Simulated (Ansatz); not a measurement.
# SnO2 monolayer (1T) under uniaxial strain along the armchair direction, normal to a, with the width clamped, part 2 of 2

Aim: how do the optical modes of SnO2 monolayer (1T) shift and split under this strain?

Ansatz 0.2.0; DFT PBE, scalar-relativistic, plane waves, PAW; PAW set soft_1.

So far. Step 4 (Tight relaxation): The largest force component left is 0.42 meV/Å, within the tolerances set.

### 5. Zone-centre response at rest

Phonons follow from the second derivative of the energy, found here by linear response.

The modes at rest are the reference of the series.

File input.yaml:

```yaml
crystal:
  lattice:
    - [3.2272770113, 0.0, 0.0]
    - [-1.6136385057, 2.7949038768, 0.0]
    - [0.0, 0.0, 28.308]
  atoms:
    - { symbol: Sn, position: [0.0, 0.0, 0.3532570298] }
    - { symbol: O, position: [0.3333333333, 0.6666666667, 0.3889838098] }
    - { symbol: O, position: [0.6666666667, 0.3333333333, 0.3175302498] }
  periodic: [true, true, false]
kpoints:
  mp_grid: { grid: [9, 9, 1] }
hamiltonian:
  xc: pbe
  pseudopotentials: { kind: paw, azcp: { folder: soft_1 } }
scf:
  occupations: { method: fixed }
output:
  eigenvalues: true
phonons:
  method: dfpt
```

Run with:

```
$ ansatz run input.yaml --threads 4 --pin off --max-ram 16384MiB --backend cpu --events-out ev --progress --plain --runs-dir out
```

Numbers of over 12 decimals in the logs are rounded to 6 here.

The program printed:

```text
Warning: crystal.symmetry: narrowed to the stabiliser of the run's FFT grids — unitary ops 12 → 6. A phonons.method: dfpt run fills in the rows of the dynamical matrix that it does not solve by its symmetry operations, which is exact only for operations that map its FFT grids onto themselves: filled in by any other, the frequencies could depend on the order in which like atoms are typed, or, by more than the grids' own error, on where the crystal sits among the grids' points. Excluded: 6 operations. The run can therefore solve more perturbations, solve them on more k-points, or both, and cost more. [rest of the remark cut]
[...]
Crystal: 3 atoms, lattice volume = 255.336 Å³
Basis set: ecut = 420 eV, 5075 PW (Γ), exchange–correlation on 48×48×384 points (8 copies of the dense FFT grid, shifted against one another)
Bands: 17, of which v1, the nominal top of the filled ones, is band 13 counted from 1 (12 counted from 0)
Symmetry: 12 space group operations
k-points: 25 of 81 (irreducible under 2 space group operations, time reversal used)
[...]
SCF iter   1: F=—  HF=-7161.561638 eV  |F-HF|=—  |Δ(HF+E_count)|=         —  Δρ=6.25e-2  dr2=1.06e1  ethr=3.10e-3  ⟨swp⟩=7.3  Hψ=2584  notcnv=0  defer=43
[...]
SCF iter  10: F=-7158.614062 eV  HF=-7158.614062 eV  |F-HF|=1.36e-11  |Δ(HF+E_count)|=  1.59e-10  Δρ=5.89e-8  dr2=3.14e-12  ethr=1.00e-12  ⟨swp⟩=25.1  Hψ=5154  notcnv=0
SCF 1 converged in 10 iterations: F = -7158.614062 eV  dr2 = 3.14e-12
[...]
DFPT response loops at Γ: preconditioner auto → none (the input reference at scf.mixing.eps_inf says where Resta's filter doesn't serve); β = 0.50; Broyden in place of MSR1
SCF converged after 10 iterations
Free energy (F): -7158.614062 eV
[...]
Internal energy: -7158.614062 eV  (E = F + TS)
E sigma→0 (E₀):  -7158.614062 eV
Fermi energy:    -8.325157 eV
[...]
--- Band table (eV; the first three rows and the last of 25) ---
  k-point 0: bands = [... 9 lower, -9.4739, -9.0372, -9.0372, -8.8768, -5.7053, -2.5570, -0.2211, -0.2086]
  k-point 1: bands = [... 9 lower, -9.7819, -9.3346, -8.9013, -8.6206, -5.1253, -2.1376, -0.0420, 0.0377]
  k-point 2: bands = [... 9 lower, -10.3243, -9.5471, -8.7747, -8.4941, -4.0110, -1.3569, 0.3685, 0.7739]
  k-point 24: bands = [... 9 lower, -11.1763, -9.9291, -8.8510, -8.3252, -2.6569, 0.2801, 0.6943, 2.4808]
--- Phonons (Γ-DFPT): 6 representative perturbations + reference, on 25 of 81 k-points (Σ response iterations 26) ---
  ASR residual: 2.334e-4 → 0.000e0 eV/Å²; symmetrization residual: 4.130e-5 eV/Å²
  The last average, over the group as it would stand without the narrowing to the FFT grids, took up to 9.927e-7 eV/Å² of the zone centre's force constants
  ASR residual per site (eV/Å²): 2.33e-4 3.91e-5 3.81e-5
  Γ frequencies (cm⁻¹): 0.00 0.00 0.00 381.13 381.13 429.94 429.94 474.14 524.32
  non-analytic LO–TO correction: not included (Born effective charges unavailable; polar crystals: no LO–TO splitting at Γ)
```

Run time: 18 s. Hardware: 4 threads of Arm Neoverse V2, shared host; peak memory 0.8 GiB; 66 s of CPU time.

Numbers from this step:

```yaml
sum_rule_residual_before_enforcement: 2.33e-4 eV/Å²
point_group: -3m
highest_optical_mode_at_the_zone_centre_no_lo_to_term: 524.3 cm⁻¹
lowest_optical_zone_centre_mode: 381.1 cm⁻¹
```

Without the LO-TO term. Patterns of degenerate modes are one choice out of their space. The modes at Γ (shares of kinetic energy by element, %):

| mode | frequency (cm⁻¹) | symmetry | Sn % | O % |
| --- | --- | --- | --- | --- |
| 1 | 0.0 | acoustic | 79 | 21 |
| 2 | 0.0 | acoustic | 79 | 21 |
| 3 | 0.0 | acoustic | 79 | 21 |
| 4 | 381.1 | Eu | 21 | 79 |
| 5 | 381.1 | Eu | 21 | 79 |
| 6 | 429.9 | Eg | 0 | 100 |
| 7 | 429.9 | Eg | 0 | 100 |
| 8 | 474.1 | A1g | 0 | 100 |
| 9 | 524.3 | A2u | 21 | 79 |

Displacements in mode 5 (381.1 cm⁻¹), the largest set to 1:
```
Sn1 -0.27  0.00  0.00
O2   1.00  0.00  0.00
O3   1.00  0.00  0.00
```

Displacements in mode 8 (474.1 cm⁻¹), the largest set to 1:
```
Sn1  0.00  0.00  0.00
O2   0.00  0.00  1.00
O3   0.00  0.00 -1.00
```

Before it was imposed, the acoustic sum rule was missed by 2.3e-4 eV/Å². Small misses are needed for a sound result but don't prove that mesh and cutoff are converged. The lowest optical mode is real, 381 cm⁻¹.

### 6. A member of the series: uniaxial strain of +5 % along the armchair direction, normal to a, with the width clamped

The cell takes a uniaxial strain of +5 % along the armchair direction, normal to a, with the width clamped. The cell is held, and the atoms relax in it.

input.yaml, the sections that differ from step 5:

```yaml
crystal:
  lattice:
    - [3.2272770113, 0.0, 0.0]
    - [-1.6136385057, 2.9346490708, 0.0]
    - [0.0, 0.0, 28.308]
  atoms:
    - { symbol: Sn, position: [0.0, 0.0, 0.3532570298] }
    - { symbol: O, position: [0.3341557615, 0.668311523, 0.3880068263] }
    - { symbol: O, position: [0.6658442385, 0.331688477, 0.3185072333] }
  periodic: [true, true, false]
output:
  forces: true
  stress: true
  eigenvalues: true
relax:
  adjacent_minimum: "off"
  f_tol: 0.001
  max_steps: 60
# kpoints, hamiltonian, scf: as in step 5
# phonons: removed
```

The program printed:

```text
[...]
--- Relaxed structure (4 steps of the walk, 4 accepted, 0 SCFs on fresh bases) ---
  F+E_penalty+E_count = -7158.53399435 eV   max|allowed force component| = 1.375e-4 eV/Å
  cell:  # Å, volume = 268.1030 Å³
    - [3.2272770113, 2.749293891673562e-11, 0.0]
    - [-1.613638505675, 2.934649, 0.0]
    - [0.0, 0.0, 28.308]
  atoms:
    - { symbol: Sn, position: [0, 0, 0.353257] }
    - { symbol: O, position: [0.334672, 0.669344, 0.387778] }
    - { symbol: O, position: [0.665328, 0.330656, 0.318736] }
[key lines of the parts left out:]
SCF converged after 5 iterations
Free energy (F): -7158.533994 eV
Fermi energy:    -8.074245 eV
P = ½ c Tr σ = -3.4708 N/m
```

It took 8.3 s on 4 threads; peak memory 0.55 GiB.

The steps of the relaxation:

| step | energy less that of the first step (eV) | largest force component (eV/Å) |
| --- | --- | --- |
| 1 | 0.0000 | 0.0795 |
| 2 | -0.0006 | 0.0139 |
| 3 | -0.0006 | 0.0050 |
| 4 | -0.0006 | 0.0001 |

The run keeps the 4 symmetry operations that it works with, so distortions that break them were not tested.

The relaxed structure:

```xyz
3
Lattice="3.2273 0.0000 0.0000 -1.6136 2.9346 0.0000 0.0000 0.0000 28.3080" Properties=species:S:1:pos:R:3
Sn    0.0000    0.0000   10.0000
O     0.0000    1.9643   10.9772
O     1.6136    0.9704    9.0228
```

This step gave:

- gap on the k-mesh: 2.177 eV
- area per atom: 3.157 Å²

The largest force component left is 0.14 meV/Å.

### 7. Zone-centre modes of the member: uniaxial strain of +5 % along the armchair direction, normal to a, with the width clamped

The zone-centre modes follow for uniaxial strain of +5 % along the armchair direction, normal to a, with the width clamped.

input.yaml, the sections that differ from step 6:

```yaml
crystal:
  lattice:
    - [3.2272770113, 0.0, 0.0]
    - [-1.6136385057, 2.9346490708, 0.0]
    - [0.0, 0.0, 28.308]
  atoms:
    - { symbol: Sn, position: [0.0, 0.0, 0.3532570298] }
    - { symbol: O, position: [0.3346721877, 0.6693443754, 0.3877777136] }
    - { symbol: O, position: [0.6653278123, 0.3306556246, 0.318736346] }
  periodic: [true, true, false]
output:
  eigenvalues: true
phonons:
  method: dfpt
# kpoints, hamiltonian, scf: as in step 6
# relax: removed
```

The program printed:

```text
[...]
Crystal: 3 atoms, lattice volume = 268.103 Å³
Basis set: ecut = 420 eV, 5343 PW (Γ), exchange–correlation on 48×48×384 points (8 copies of the dense FFT grid, shifted against one another)
Bands: 17, of which v1, the nominal top of the filled ones, is band 13 counted from 1 (12 counted from 0)
Symmetry: 4 space group operations
k-points: 25 of 81 (irreducible under 2 space group operations, time reversal used)
[...]
SCF iter   1: F=—  HF=-7161.558848 eV  |F-HF|=—  |Δ(HF+E_count)|=         —  Δρ=6.14e-2  dr2=1.09e1  ethr=3.10e-3  ⟨swp⟩=7.6  Hψ=2544  notcnv=0  defer=47
[...]
SCF iter  10: F=-7158.533994 eV  HF=-7158.533994 eV  |F-HF|=4.46e-11  |Δ(HF+E_count)|=  4.47e-10  Δρ=1.20e-7  dr2=2.36e-11  ethr=1.00e-12  ⟨swp⟩=24.2  Hψ=5088  notcnv=0
SCF 1 converged in 10 iterations: F = -7158.533994 eV  dr2 = 2.36e-11
[...]
SCF converged after 10 iterations
Free energy (F): -7158.533994 eV
[...]
Internal energy: -7158.533994 eV  (E = F + TS)
E sigma→0 (E₀):  -7158.533994 eV
Fermi energy:    -8.074221 eV
[...]
--- Band table (eV; the first three rows and the last of 25) ---
  k-point 0: bands = [... 9 lower, -9.3087, -9.0760, -8.8834, -8.6347, -5.8977, -2.6327, -0.2394, -0.2016]
  k-point 1: bands = [... 9 lower, -9.6073, -9.1544, -8.7166, -8.4122, -5.3519, -2.2662, -0.0947, 0.0257]
  k-point 2: bands = [... 9 lower, -10.0988, -9.2706, -8.5460, -8.2417, -4.2717, -1.5082, 0.1899, 0.6982]
  k-point 24: bands = [... 9 lower, -10.9651, -9.5863, -8.5766, -8.1226, -2.9613, -0.2320, 0.6028, 2.5068]
[...]
ASR residual: 1.066e-4 → 0.000e0 eV/Å²; symmetrization residual: 6.438e-6 eV/Å²
[...]
ASR residual per site (eV/Å²): 8.33e-5 1.07e-4 1.01e-4
  Γ frequencies (cm⁻¹): 0.00 0.00 0.00 313.31 384.20 408.75 433.72 456.05 496.70
[...]
```

It took 29 s on 4 threads; peak memory 0.83 GiB; 1.8 min of CPU time.

Numbers from this step:

* gap on the k-mesh: 2.176 eV
* sum-rule residual before enforcement: 1.07e-4 eV/Å²
* point group: 2/m
* highest optical mode at the zone centre (no LO-TO term): 496.7 cm⁻¹
* lowest optical zone-centre mode: 313.3 cm⁻¹

Without the LO-TO term. Patterns of degenerate modes are one choice out of their space. The modes at Γ (shares of kinetic energy by element, %):

| mode | frequency (cm⁻¹) | symmetry | Sn % | O % |
| --- | --- | --- | --- | --- |
| 1 | 0.0 | acoustic | 79 | 21 |
| 2 | 0.0 | acoustic | 79 | 21 |
| 3 | 0.0 | acoustic | 79 | 21 |
| 4 | 313.3 | Bu | 21 | 79 |
| 5 | 384.2 | Au | 21 | 79 |
| 6 | 408.8 | Ag | 0 | 100 |
| 7 | 433.7 | Bg | 0 | 100 |
| 8 | 456.1 | Ag | 0 | 100 |
| 9 | 496.7 | Bu | 21 | 79 |

Displacements in mode 4 (313.3 cm⁻¹), the largest set to 1:
```
Sn1  0.00 -0.27 -0.05
O2   0.00  1.00  0.18
O3   0.00  1.00  0.18
```

Displacements in mode 8 (456.1 cm⁻¹), the largest set to 1:
```
Sn1  0.00  0.00  0.00
O2   0.00 -0.31  1.00
O3   0.00  0.31 -1.00
```

The lowest optical mode is real, 313 cm⁻¹, and the highest lies at 496.7 cm⁻¹.

Between step 5 and this run (strain 5 %) the value for the highest optical mode at the zone centre (no LO-TO term) moves from 524 cm⁻¹ to 497 cm⁻¹ (-5 %).

### 8. Relaxation of a member: uniaxial strain of -3 % along the armchair direction, normal to a, with the width clamped

The cell takes a uniaxial strain of -3 % along the armchair direction, normal to a, with the width clamped. The cell is held, and the atoms relax in it.

input.yaml, the sections that differ from step 7:

```yaml
crystal:
  lattice:
    - [3.2272770113, 0.0, 0.0]
    - [-1.6136385057, 2.7110567604, 0.0]
    - [0.0, 0.0, 28.308]
  atoms:
    - { symbol: Sn, position: [0.0, 0.0, 0.3532570298] }
    - { symbol: O, position: [0.3337012516, 0.6674025031, 0.3895092892] }
    - { symbol: O, position: [0.6662987484, 0.3325974969, 0.3170047704] }
  periodic: [true, true, false]
output:
  forces: true
  stress: true
  eigenvalues: true
relax:
  adjacent_minimum: "off"
  f_tol: 0.001
  max_steps: 60
# kpoints, hamiltonian, scf: as in step 7
# phonons: removed
```

The program printed:

```text
[...]
Crystal: 3 atoms, lattice volume = 247.676 Å³
Basis set: ecut = 420 eV, 4859 PW (Γ), exchange–correlation on 48×48×384 points (8 copies of the dense FFT grid, shifted against one another)
Bands: 17, of which v1, the nominal top of the filled ones, is band 13 counted from 1 (12 counted from 0)
Symmetry: 4 space group operations
[...]
--- Relaxed structure (4 steps of the walk, 4 accepted, 0 SCFs on fresh bases) ---
  F+E_penalty+E_count = -7158.58003755 eV   max|allowed force component| = 6.986e-5 eV/Å
  cell:  # Å, volume = 247.6761 Å³
    - [3.2272770113, 2.9760397799142795e-11, 0.0]
    - [-1.613638505675, 2.711057, 0.0]
    - [0.0, 0.0, 28.308]
  atoms:
    - { symbol: Sn, position: [0.0, 0.0, 0.3532570298] }
    - { symbol: O, position: [0.334081, 0.668162, 0.389780] }
    - { symbol: O, position: [0.665919, 0.331838, 0.316734] }
[key lines of the parts left out:]
SCF converged after 5 iterations
Free energy (F): -7158.580038 eV
Fermi energy:    -8.452873 eV
P = ½ c Tr σ = 2.6631 N/m
```

Elapsed: 8.2 s, on 4 threads; peak memory 0.53 GiB; 30 s of CPU time.

Relaxation path:

| step | energy less that of the first step (eV) | largest force component (eV/Å) |
| --- | --- | --- |
| 1 | 0.0000 | 0.1085 |
| 2 | -0.0009 | 0.0118 |
| 3 | -0.0009 | 0.0043 |
| 4 | -0.0009 | 0.0001 |

The run keeps the 4 symmetry operations that it works with, so distortions that break them were not tested.

Final coordinates:

```
Sn O
1.0
     3.22728    0.00000    0.00000
    -1.61364    2.71106    0.00000
     0.00000    0.00000   28.30800
Sn O
1 2
Direct
  0.00000 0.00000 0.35326
  0.33408 0.66816 0.38978
  0.66592 0.33184 0.31673
```

Numbers from this step:

```yaml
gap_on_the_k_mesh: 2.858 eV
area_per_atom: 2.916 Å²
```

The largest force component left is 0.070 meV/Å.

### 9. Zone-centre modes of the member: uniaxial strain of -3 % along the armchair direction, normal to a, with the width clamped

The zone-centre modes follow for uniaxial strain of -3 % along the armchair direction, normal to a, with the width clamped.

input.yaml, the sections that differ from step 8:

```yaml
crystal:
  lattice:
    - [3.2272770113, 0.0, 0.0]
    - [-1.6136385057, 2.7110567604, 0.0]
    - [0.0, 0.0, 28.308]
  atoms:
    - { symbol: Sn, position: [0.0, 0.0, 0.3532570298] }
    - { symbol: O, position: [0.334081024, 0.668162048, 0.3897798364] }
    - { symbol: O, position: [0.665918976, 0.331837952, 0.3167342232] }
  periodic: [true, true, false]
output:
  eigenvalues: true
phonons:
  method: dfpt
# kpoints, hamiltonian, scf: as in step 8
# relax: removed
```

The program printed:

```text
[...]
Crystal: 3 atoms, lattice volume = 247.676 Å³
Basis set: ecut = 420 eV, 4859 PW (Γ), exchange–correlation on 48×48×384 points (8 copies of the dense FFT grid, shifted against one another)
Bands: 17, of which v1, the nominal top of the filled ones, is band 13 counted from 1 (12 counted from 0)
Symmetry: 4 space group operations
[...]
k-point 2: bands = [... 9 lower, -10.4710, -9.7024, -8.9226, -8.6529, -3.8750, -1.2905, 0.4794, 0.8208]
  k-point 24: bands = [... 9 lower, -11.2984, -10.1240, -9.0337, -8.4529, -2.4859, 0.5700, 0.7839, 2.4672]
[...]
ASR residual: 1.007e-4 → 0.000e0 eV/Å²; symmetrization residual: 9.397e-6 eV/Å²
[...]
ASR residual per site (eV/Å²): 1.01e-4 6.44e-5 6.25e-5
  Γ frequencies (cm⁻¹): 0.00 0.00 0.00 381.71 409.08 425.17 440.66 488.32 546.29
[...]
[key lines of the parts left out:]
SCF converged after 10 iterations
Free energy (F): -7158.580038 eV
Fermi energy:    -8.452877 eV
```

Wall time 29 s (4 threads); peak memory 0.78 GiB; 1.8 min of CPU time.

This step gave:

```
sum-rule residual before enforcement                    : 1.01e-4 eV/Å²
highest optical mode at the zone centre (no LO-TO term) : 546.3 cm⁻¹
lowest optical zone-centre mode                         : 381.7 cm⁻¹
```

Without the LO-TO term. Patterns of degenerate modes are one choice out of their space. Modes at Γ, with each element's share of the kinetic energy:

| mode | frequency (cm⁻¹) | symmetry | Sn % | O % |
| --- | --- | --- | --- | --- |
| 1 | 0.0 | acoustic | 79 | 21 |
| 2 | 0.0 | acoustic | 79 | 21 |
| 3 | 0.0 | acoustic | 79 | 21 |
| 4 | 381.7 | Au | 21 | 79 |
| 5 | 409.1 | Bu | 21 | 79 |
| 6 | 425.2 | Bg | 0 | 100 |
| 7 | 440.7 | Ag | 0 | 100 |
| 8 | 488.3 | Ag | 0 | 100 |
| 9 | 546.3 | Bu | 21 | 79 |

The lowest optical mode is real, 382 cm⁻¹, and the highest lies at 546.3 cm⁻¹.

Between step 5 and this run (strain -3 %) the value for the highest optical mode at the zone centre (no LO-TO term) moves from 524 cm⁻¹ to 546 cm⁻¹ (+4 %).

### 10. All members side by side

The members are set side by side, also those not shown above.

Energies are extrapolated to zero smearing, and E0 is that at rest; the cell is clamped and the atoms are relaxed. State of the crystal along the series:

| strain (%) | E - E0 (meV/atom) | gap on mesh (eV) |
| --- | --- | --- |
| -3 | 11.34 | 2.858 |
| -2 | 4.946 | 2.781 |
| -1 | 1.21 | 2.701 |
| 0 | 0 | 2.62 |
| 1 | 1.181 | 2.529 |
| 2 | 4.585 | 2.438 |
| 3 | 10.09 | 2.348 |
| 4 | 17.51 | 2.261 |
| 5 | 26.69 | 2.176 |

Optical modes are counted from below at rest and tracked from member to member by their patterns, and modes that stay within 0.3 cm⁻¹ of each other stand once; labels, where given, are those at rest, then, where named, those of the strained cell; the cell is clamped and the atoms are relaxed. Optical modes along the series:

| strain (%) | optical mode 1 Eu to Bu single part (cm⁻¹) | optical mode 2 Eu to Au single part (cm⁻¹) | optical mode 3 Eg to Ag single part (cm⁻¹) | optical mode 4 Eg to Bg single part (cm⁻¹) | optical mode 5 A1g to Ag (cm⁻¹) | optical mode 6 A2u to Bu (cm⁻¹) |
| --- | --- | --- | --- | --- | --- | --- |
| -3 | 409.1 | 381.7 | 440.7 | 425.2 | 488.3 | 546.3 |
| -2 | 400.9 | 381.3 | 437.3 | 426.9 | 483.5 | 538.5 |
| -1 | 391.6 | 381.1 | 433.7 | 428.5 | 478.7 | 531.2 |
| 0 | 381.1 | 381.1 | 429.9 | 429.9 | 474.1 | 524.3 |
| 1 | 369.5 | 381.3 | 426 | 431.2 | 469.8 | 517.9 |
| 2 | 356.8 | 381.7 | 422 | 432.2 | 465.7 | 511.9 |
| 3 | 343.1 | 382.4 | 417.8 | 433 | 462 | 506.4 |
| 4 | 328.5 | 383.2 | 413.4 | 433.5 | 458.7 | 501.4 |
| 5 | 313.3 | 384.2 | 408.8 | 433.7 | 456.1 | 496.7 |

Value and slope at zero strain of a cubic (a lower polynomial where under five rows exist) through the rows within 2 % of rest. Slopes at rest:

| mode | frequency (cm⁻¹) | shift per percent of strain (cm⁻¹) |
| --- | --- | --- |
| optical mode 1 Eu to Bu single part | 381.1 | -11.06 |
| optical mode 2 Eu to Au single part | 381.1 | 0.08 |
| optical mode 3 Eg to Ag single part | 429.9 | -3.82 |
| optical mode 4 Eg to Bg single part | 429.9 | 1.34 |
| optical mode 5 A1g to Ag | 474.1 | -4.5 |
| optical mode 6 A2u to Bu | 524.3 | -6.66 |

### 11. What came out

| Item | Value |
| --- | --- |
| members | 9 |
| highest optical mode at the zone centre (no LO-TO term), at rest | 524.3 cm⁻¹ |
| optical mode 3 Eg to Ag single part, shift per percent | -3.82 cm⁻¹ |
| optical mode 4 Eg to Bg single part, shift per percent | 1.34 cm⁻¹ |
| optical mode 5 A1g to Ag, shift per percent | -4.50 cm⁻¹ |
| optical mode 6 A2u to Bu, shift per percent | -6.66 cm⁻¹ |

What this shows: The strain lowers the symmetry: the level at 429.9 cm⁻¹ splits, into 408.8 and 433.7 cm⁻¹ at +5 %. Within 2 % of rest optical mode 2 Eu to Au single part bends away from a straight line, so a single slope holds only near rest. The fastest shift in the table of slopes is -11.1 cm⁻¹ for each percent (optical mode 1 Eu to Bu single part). The width is clamped, so the contraction across the strain that a free sheet shows is left out. These are harmonic frequencies at zero temperature: anharmonic shifts, linewidths and thermal expansion are left out. Spin-orbit coupling is left out, which can matter for the heavy elements here. The starting cell was built on a prototype and not taken from a measurement. Only the zone centre was solved, so an instability at another wavevector cannot show here. In a sheet the LO-TO splitting vanishes at the zone centre, so no such term is missing here.

[Logs are printed without paths, hosts, clocks, repeated set-up lines and the standing remarks that a program may print on its own settings, such as how far it seeks lower states.]

[Hosts, paths, dates, database ids (printed as entryN), source tags and the programs' standing remarks are cut or masked in the printed files.]
